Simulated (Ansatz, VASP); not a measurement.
# Cross-check of C (Diamond) between VASP and Ansatz, part 2 of 2

Aim: how closely do two programs agree when they are given the same cell, functional and k mesh? The cell is taken from a series of VASP runs on this material, whose earlier steps may have relaxed, scaled or displaced it; both programs get it as it stands.

VASP 6.6.1 and Ansatz 0.2.0.

So far: The structure; VASP: relaxation of cell and atoms, r2SCAN with rVV10.

### Step 3. Ansatz: relaxation of cell and atoms, r2SCAN with rVV10

Level of this step: Ansatz beside VASP: Kohn-Sham DFT, plane waves, r2SCAN with rVV10 (Ansatz).

Ansatz runs on its default PAW (the set named soft_2) files.

The same cell, functional, mesh and smearing now go to Ansatz, which takes its cutoff from its data sets.

File input.yaml:

```yaml
crystal:
  lattice:
    - [0.0, 1.7804329922, 1.7804329922]
    - [1.7804329922, 0.0, 1.7804329922]
    - [1.7804329922, 1.7804329922, 0.0]
  atoms:
    - { symbol: C, position: [0.75, 0.75, 0.75] }
    - { symbol: C, position: [0.5, 0.5, 0.5] }
hamiltonian:
  xc: r2scan
  pseudopotentials: { kind: paw }
  dispersion: rvv10
kpoints:
  mp_grid: { grid: [10, 10, 10] }
scf:
  occupations: { method: gaussian, width: 0.03 }
relax:
  f_tol: 0.01
  max_steps: 60
  cell: { stress_tol: 0.05 }
output:
  forces: true
  stress: true
  write_density: true
  write_potential: true
  elf: true
  volumetric_format: npy
```

On the command line:

```bash
ansatz run input.yaml --threads 4 --pin off --max-ram 9216MiB --backend cpu --events-out ev --progress --plain --runs-dir out
```

Numbers of over 12 decimals in the logs are rounded to 6 here.

The log of the run:

```text
Engine: ansatz 0.2.0, x86_64-unknown-linux-gnu
Pseudopotentials: kind: paw
Pseudopotential: C, paw, valence charge 4, recommended cutoff 500 eV (meta_gga), C.paw.azcp
Functional definition: r2SCAN+rVV10
  parameter k0 = 0.174
  parameter k1 = 0.065
  parameter a1 = 4.9479
  exchange = r2scan_x(k0 = k0, k1 = k1, a1 = a1)
  correlation = r2scan_c + rvv10(11.95, 0.0093)
Crystal: 2 atoms, lattice volume = 11.288 Å³
Basis set: ecut = 500 eV, 283 PW (Γ), exchange–correlation on 96×96×96 points (64 copies of the dense FFT grid, shifted against one another)
Bands: 8, of which v1, the nominal top of the filled ones, is band 4 counted from 1 (3 counted from 0)
Symmetry: 48 space group operations
Space group: Fd-3m (ITA 227), of the structure as read, at distance tolerance 2.2e-5 Å
k-points: 47 of 1000
Non-local potential: C, projectors of the file, l = 0: 2, l = 1: 2, l = 2: 1
PAW form: soft (Blöchl's): semilocal exchange-correlation on the pseudo side does not see the compensation charge
rVV10 density: all electrons in the spheres
PAW frozen core: C, regenerated for the run's functional (the file was generated under x = pbe(κ = 0.804, μ = 0.219515), c = pbe(β = 0.066725))
PAW one-centre angular grid: C, 302 points (default); XC on 239 of its mesh's 2573 points in the sphere
Initial density: superposition of atomic densities (neutral atoms: chi_scale 0, normalization atom), corrected by the library's trained network
Initial wavefunctions: pseudopotential atomic-orbital guess
Functional: x = r2scan, c = r2scan + rvv10(b = 11.95, C = 0.0093); τ floored in thin density (d = 2e-4 eV/Å³)
SCF iter   1: F=—  HF=-502.795479 eV  |F-HF|=—  |Δ(HF+E_count)|=         —  Δρ=9.02e-3  dr2=2.64e-3  dr2_τ=3.84e-1  ethr=1.77e-3  ⟨swp⟩=5.4  Hψ=2563  notcnv=0
preconditioner: auto → none  [insulator: Δε(μ)=4.307 eV  Ē_g=20.852 eV  σ=0.030 eV  W_gap=1.00  n_scr=0 (ndim 8)  ℏωp=31.3 eV  f_vac=0.000  D(μ)=0.00/eV (n_scr^D=0)  ε∞_Penn≈3.2]
SCF iter   2: F=—  HF=-502.851228 eV  |F-HF|=—  |Δ(HF+E_count)|=   5.57e-2  Δρ=5.59e-3  dr2=9.83e-4  dr2_τ=5.85e-5  ethr=3.30e-5  ⟨swp⟩=2.0  Hψ=1129  notcnv=0
SCF iter   3: F=—  HF=-502.851206 eV  |F-HF|=—  |Δ(HF+E_count)|=   2.21e-5  Δρ=1.44e-3  dr2=7.11e-5  dr2_τ=1.18e-5  ethr=1.23e-5  ⟨swp⟩=2.2  Hψ=547  notcnv=0
SCF iter   4: F=—  HF=-502.851227 eV  |F-HF|=—  |Δ(HF+E_count)|=   2.10e-5  Δρ=2.29e-4  dr2=1.75e-6  dr2_τ=1.38e-7  ethr=8.89e-7  ⟨swp⟩=1.8  Hψ=500  notcnv=0
iter 5 did not close the SCF: its close was put off for the readings that it lacked (scf_convergence_deferred on its scf_iter line)
SCF iter   5: F=-502.851228 eV  HF=-502.851228 eV  |F-HF|=4.27e-8  |Δ(HF+E_count)|=   1.12e-6  Δρ=4.89e-5  dr2=8.16e-8  dr2_τ=9.78e-9  ethr=2.19e-8  ⟨swp⟩=2.0  Hψ=528  notcnv=0
SCF iter   6: F=-502.851228 eV  HF=-502.851228 eV  |F-HF|=2.09e-11  |Δ(HF+E_count)|=   4.87e-8  Δρ=7.38e-7  dr2=1.36e-11  dr2_τ=1.01e-11  ethr=1.02e-9  ⟨swp⟩=5.1  Hψ=1830  notcnv=0
SCF 1 converged in 6 iterations: F = -502.851228 eV  dr2 = 1.36e-11
  greatest PAW one-centre occupation: 0.659 electrons in one spin orbital (limit 2), on the C atom at site 1 (counted from 0), in its partial waves of l = 0
relax step   1: F+E_penalty+E_count = -502.85122798 eV  Δ(F+E_penalty+E_count) = +0.000e0 eV  max|allowed force component| = 4.626e-17 eV/Å  Δτ_max = 0.0000 Å  P = -1.132 GPa  Ω = 11.288 Å³  (6 SCF iters, accepted)
[...]
relax step   2: F+E_penalty+E_count = -502.85132143 eV  Δ(F+E_penalty+E_count) = -9.345e-5 eV  max|allowed force component| = 9.252e-17 eV/Å  Δτ_max = 0.0000 Å  P = -0.439 GPa  Ω = 11.270 Å³  energy of the carried Pulay correction = +8.321e-6 eV  (3 SCF iters, dr2 threshold 2.00e-7 eV, accepted)
[...]
relax step   3: F+E_penalty+E_count = -502.85134180 eV  Δ(F+E_penalty+E_count) = -2.037e-5 eV  max|allowed force component| = 2.105e-16 eV/Å  Δτ_max = 0.0000 Å  P = -0.000 GPa  Ω = 11.259 Å³  energy of the carried Pulay correction = +1.359e-5 eV  (3 SCF iters, dr2 threshold 2.00e-7 eV, accepted)
[...]
relax step   4: F+E_penalty+E_count = -502.85132102 eV  Δ(F+E_penalty+E_count) = +2.078e-5 eV  max|allowed force component| = 2.475e-16 eV/Å  Δτ_max = 0.0000 Å  P = +0.002 GPa  Ω = 11.259 Å³  stress off target by 2.26e-3 GPa  SCF on the basis re-selected at this cell (its energy is not comparable with the rows above)  (3 SCF iters)
basis re-selected at this cell: Δ(F+E_penalty+E_count) = +2.078e-5 eV, ΔP = +0.002 GPa vs the last step (what re-selecting the basis moved, of the pressure what is left beyond the Pulay correction that the steps carried, after the strain that the cell walked since its last selection, with what the two solves' SCF thresholds leave and, on support functions, any second-order correction that the steps lacked; it is no m [...]
SCF converged after 3 iterations
Free energy (F): -502.851321 eV
Harris-Foulkes:  -502.851321 eV  (|F-HF|=6.25e-12)
Internal energy: -502.851321 eV  (E = F + TS)
E sigma→0 (E₀):  -502.851321 eV
Fermi energy:    15.619663 eV
--- Per-component energies (eV) ---
  E_band       = 30.950390
  E_kinetic    = 184.548095
  E_local      = -120.412798  (includes V_loc(G=0)·N_el)
  E_nonlocal   = 52.571686
  E_hartree    = 26.500643
  E_xc         = -95.712957
  E_vxc        = -132.576373  (∫ρ·V_xc dr)
  E_paw        = -201.469464  (= ΣΔE_a)
  E_vpaw       = -13.178462  (= ΣTr[D̂ρ^β])
  E_aug_tail   = 0.000006  (compensation charges beyond the density's cutoff)
  E_vtau       = 6.996963  (kinetic-family band-sum trace: ∫τ·v_τ [+ j·A + Jᵃ·Aᵃ] dr)
  E_ewald      = -348.826985
  E_core_change = -0.049547  (= ΣΔE_core)
  E_smearing   = -0.000000  (= −TS)
  E_closure    = -0.000000  (closes the sum)
  Σ components = -502.851321   (vs F -502.851321, Δ=0.00e0)
--- Forces (eV/Å), atoms counted from 1 ---
  atom   1  C     -0.00000000     0.00000000     0.00000000
  atom   2  C      0.00000000    -0.00000000    -0.00000000
  max |Σ_I F_I| component: 5.09e-17 eV/Å
--- Stress (GPa, compression-positive) ---
        0.002263       0.000000      -0.000000
        0.000000       0.002263      -0.000000
       -0.000000      -0.000000       0.002263
  P = ⅓ Tr σ = 0.0023 GPa (0.023 kbar)
--- Band table (eV; the first three rows and the last of 47) ---
  k-point 0: bands = ["-9.3631", "13.4295", "13.4295", "13.4295", "19.3240", "19.3240", "19.3240", "27.3720"]
  k-point 1: bands = ["-9.0726", "11.6278", "12.9508", "12.9508", "19.9535", "19.9535", "20.3347", "27.6606"]
  k-point 2: bands = ["-8.2063", "8.2099", "12.0142", "12.0142", "21.1632", "21.1632", "21.5833", "28.4590"]
  k-point 46: bands = ["0.4886", "0.4886", "4.8512", "4.8512", "23.3436", "23.3436", "27.7468", "27.7468"]
--- Relaxed structure (3 steps of the walk, 3 accepted, 1 SCFs on fresh bases) ---
  F+E_penalty+E_count = -502.85132102 eV   max|allowed force component| = 2.475e-16 eV/Å   (the final SCF, on the basis selected at the relaxed cell)
  cell:  # Å, volume = 11.2595 Å³
    - [0, 1.778945, 1.778945]
    - [1.778945, 0, 1.778945]
    - [1.778945, 1.778945, 0]
  atoms:
    - { symbol: C, position: [0.75, 0.75, 0.75] }
    - { symbol: C, position: [0.500000, 0.500000, 0.500000] }
```

The job ended after 0.94 s (4 threads of AMD EPYC 9R45, shared host; peak memory 0.41 GiB).

### Step 4. Differences

Known differences besides the potentials themselves: VASP keeps PBE cores, Ansatz makes them for the functional; both relaxations stop at a tolerance, which leaves soft axes loose, and VASP keeps its plane-wave basis; the cutoff is 500 eV in Ansatz and 520 eV in VASP; Ansatz adds a Pulay correction to the stress that steers its cell, VASP none. Total energies have different zeros and are not compared.

The two programs side by side:

```csv
quantity,Ansatz,VASP,difference
volume (Å³),11.26,11.29,-0.25 %
"edge a after relaxation, in the typed setting (Å)",2.516,2.518,-0.08 %
```

The walks stopped with 0.00 GPa left in Ansatz and 0.04 GPa in VASP; each walk ends within a tolerance, so the volume difference is uncertain by about these residues over the bulk modulus, most in soft cells.

### Step 5. Outcome

- difference in volume (relaxation of cell and atoms, r2SCAN with rVV10): -0.25 %

The difference in volume is -0.25 % (relaxation of cell and atoms, r2SCAN with rVV10), within the 1.2 % picked in this series as the mark of a large difference, as far as the stopping tolerances let one tell. Such differences can come from data sets, numerical settings and the points named under the comparisons, not from the functional's error against experiment.

[Lines on the potential files, build, host, timing and source positions are cut from VASP's logs without a mark.]

[Logs are printed without paths, hosts, clocks, repeated set-up lines and the standing remarks that a program may print on its own settings, such as how far it seeks lower states.]

[Hosts, paths, dates, database ids (printed as entryN), source tags and the programs' standing remarks are cut or masked in the printed files.]
